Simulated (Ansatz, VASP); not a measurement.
# Si: VASP beside Ansatz

```xyz
2
Lattice="0.0000 2.7969 2.7155 2.7969 0.0000 2.7155 2.7969 2.7969 0.0000" Properties=species:S:1:pos:R:3 pbc="T T T"
Si    2.7969    2.7969    2.7155
Si    4.1954    4.1954    4.0732
```

Change from the starting cell: equal xx and yy strain of +3 %.

Alike in both runs: task single point; functional PBE; k mesh 11 × 11 × 11; occupations fermi-dirac, width 0.08 eV; no spin polarisation.

|  | VASP | Ansatz |
| --- | --- | --- |
| version | VASP 6.6.1 | Ansatz 0.2.0 |
| potentials or method | VASP PAW PBE potentials, release 64 (Si), cutoff 520 eV | all-electron LAPW, scalar-relativistic |

```tsv
	VASP	Ansatz	Ansatz less VASP
pressure (GPa)	-3.2	-3.1	+0.05
largest component of the traceless stress (GPa)	1.79	1.78	-0.004
```

Ansatz ran all-electron here, so the differences hold the error of VASP's frozen core and of both bases.
